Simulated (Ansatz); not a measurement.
System: wurtzite BeO. Method: r²SCAN-D4 (Ansatz, a quantum-chemistry and plane-wave program, plane waves, PAW).

Numerical settings: plane-wave cutoff 560 eV, 18×18×8 k mesh (along the axes of the cell as run), Fermi–Dirac smearing 0.01 eV, scalar-relativistic PAW data made under PBE.

Computed at the level's own relaxed cell.

```
CELL_PARAMETERS angstrom
      1.34156    -2.32366     0.00000
      1.34156     2.32366     0.00000
      0.00000     0.00000     4.35767
ATOMIC_POSITIONS crystal
  Be 0.66667 0.33333 0.50014
  Be 0.33333 0.66667 0.00014
  O  0.66667 0.33333 0.87786
  O  0.33333 0.66667 0.37786
```

Question: List the 10 lowest band energies at Γ above −25 eV (eV, relative to the valence band maximum), grouping those that round alike.

Answer: At Γ: -19.80, -17.96, -6.42, -1.04 (×2), -0.04 (×2), 0.00, 8.64, 12.86.

Note: a distance lies near a switch of the dispersion term, which can move the cell.
